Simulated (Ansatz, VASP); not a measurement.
**Bi in VASP and in Ansatz**

```xyz
2
Lattice="2.2212 1.2824 3.8576 -2.2212 1.2824 3.8576 0.0000 -2.5648 3.8576" Properties=species:S:1:pos:R:3 pbc="T T T"
Bi    0.0000    0.0000    8.8648
Bi    0.0000    0.0000    2.7080
```

Change from the starting cell: volume scaled by 0.94.

Alike in both runs: task single point; functional PBEsol; k mesh 7 × 7 × 7; occupations fermi-dirac, width 0.05 eV; no spin polarisation.

|  | VASP | Ansatz |
| --- | --- | --- |
| version | VASP 6.6.1 | Ansatz 0.2.0 |
| potentials or method | VASP PAW PBE potentials, release 64 (Bi_d) | Ansatz PAW |
| plane-wave cutoff (eV) | 520 | 420 |
| valence electrons in the cell | 30 | 30 |

```csv
,VASP,Ansatz,Ansatz less VASP
gap on the k mesh at the Fermi level (eV),0.30,0.29,-0.002
least direct gap on the mesh (eV),0.56,0.56,0.000
pressure (GPa),3.0,3.1,+0.06
largest component of the traceless stress (GPa),0.52,0.52,-0.001
rms of the force components (eV/Å),0.254,0.250,-0.0042
```

Atom by atom the forces differ by 0.004 eV/Å (rms over components).

Caveats: spin-orbit coupling is left out, which as a rule narrows the gap of such compounds by several tenths of an eV; the PAW data sets were made with another functional, which shifts forces and pressure a little (VASP); an odd mesh through Γ misses points on the zone boundary, where band edges often lie (VASP); odd divisions of the mesh miss points on the zone boundary, where band edges often lie, so the gap on the mesh can be too wide (Ansatz); the PAW data sets come from PBE, with cores solved anew for the run's functional, which leaves a small shift of forces and pressure (Ansatz).
